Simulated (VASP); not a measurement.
The system is Ag.

```
Ag
1.0
    -1.62298    1.62298    1.62298
     1.62298   -1.62298    1.62298
     1.62298    1.62298   -1.62298
Ag
1
Direct
  0.00000 0.00000 0.00000
```

This isn't the form of Ag at room conditions, which is fcc.

| Item | Value |
| --- | --- |
| Program | VASP 6.6.1 |
| Task | relaxation of cell and atoms |
| Functional | PBEsol |
| Potentials or basis | VASP PAW PBE potentials, release 64 (Ag) |
| Cutoff | 580 eV |
| k mesh | 18 × 18 × 18 |
| Occupations | gaussian, width 0.1 eV |
| Spin | no spin polarisation |

At the start: pressure -2.3 GPa; volume 17.10 Å³/atom.

Q: How do energy, volume and symmetry change on relaxing?

A: Over 3 steps the energy falls by 2.6 meV/atom and the volume is 16.74 Å³/atom (-2.1 %); space group Im-3m (No. 229, to 0.05 Å).

Step by step:
```tsv
step	energy change (eV)	largest force (eV/Å)	pressure (GPa)	volume (Å³)
1	0.0000	0.0000	-2.28	17.10
2	-0.0014	0.0000	1.69	16.50
3	-0.0026	0.0000	0.00	16.74
```

Final structure:
```
Ag
1.0
    -1.61146    1.61146    1.61146
     1.61146   -1.61146    1.61146
     1.61146    1.61146   -1.61146
Ag
1
Direct
  0.00000 0.00000 0.00000
```

Caveat: the PAW data sets were made with another functional, which shifts forces and pressure a little.
